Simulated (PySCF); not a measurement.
An unknown shows these calculated signals:

¹H NMR (400 MHz, computed): δ 7.76 (m, 2H), 7.63 (m, 2H), 7.55 (m, 1H), 4.79 (s, 2H), 0.48 (br s, 1H).

¹³C{¹H} NMR (computed): δ 151.7 (C), 135.2 (CH), 134.2 (CH), 133.0 (CH), 72.0 (CH2).

PySCF 2.14.0 with density-fitted response routines calculation with shieldings: GIAO B97-2/pcSseg-2 and geometry from PBE0-D3(BJ)/def2-TZVP; a single conformation, gas phase, no relativistic terms, fast rotation and ring inversion assumed for equivalent nuclei.

δ = σ(ref) − σ, references computed at the same level: ¹H (σref 31.64), ¹³C (σref 185.38) against TMS.

Question: Which of these does the molecule contain: an NH or NH2 group, a benzene ring, a CH3CH2 unit, an S-methyl group, an OH group?

Answer: 
- An NH or NH2 group: no.
- A benzene ring: yes.
- A CH3CH2 unit: no.
- An S-methyl group: no.
- An OH group: yes (δH 0.48 (br s)).

The data belong to SMILES C(O)c1ccccc1, C$_{7}$H$_{8}$O; they needn't prove each group on their own.

Carbon signals by region: 4 in the sp2 and nitrile region (100–160 ppm), 1 at 50–100 ppm.

OH and NH positions are those of a molecule without intermolecular hydrogen bonds; in solution they move with solvent, concentration and temperature, and exchange usually removes their couplings. Shifts are as computed. Against solution values, carbons near 30 ppm lie about +3 ppm off and those near 130 ppm about +7 ppm. Of 1309 compounds with measured shifts, 239 miss one by over three times the rms of a fit or turn the order of signals round; such compounds aren't used in these exercises. No couplings were computed; multiplicities are counted from neighbouring protons, with m where these are inequivalent, close in shift, in a saturated or five-membered ring or joined by F or P, and br s for small geminal =CH2 splittings.
